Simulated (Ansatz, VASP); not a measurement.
One calculation of Re, two programs

```xyz
1
Lattice="0.0000 1.9881 1.9881 1.9881 0.0000 1.9881 1.9881 1.9881 0.0000" Properties=species:S:1:pos:R:3 pbc="T T T"
Re    0.0000    0.0000    0.0000
```

Change from the starting cell: volume scaled by 1.02, crystal datasets.

Alike in both runs: task electric field gradients; functional PBEsol; k mesh 14 × 14 × 14; occupations fermi-dirac, width 0.05 eV; no spin polarisation.

|  | VASP | Ansatz |
| --- | --- | --- |
| version | VASP 6.6.1 | Ansatz 0.2.0 |
| potentials or method | VASP PAW PBE potentials, release 64 (Re), cutoff 520 eV | all-electron PAW with datasets made for the crystal, scalar-relativistic |

Ansatz gave:

| Item | Value |
| --- | --- |
| pressure (GPa) | -24.1 |
| Vzz of the field gradient on the site that differs most (V/Å²) | 0.0 |

Question: Estimate VASP's values.

Answer: Pressure (GPa): -24.8; Vzz of the field gradient on the site that differs most (V/Å²): 0.0.

Ansatz ran all-electron here, so the differences hold the error of VASP's frozen core and of both bases. Ansatz warned: «gradients_without_spin_orbit».

Caveats: so large a pressure means that the cell lies far from this level's equilibrium, or that cutoff or potentials fall short (VASP); the potentials were made for another functional, which shifts forces and pressure (VASP). The runs have no spin-orbit coupling, so splittings on Re are missing.
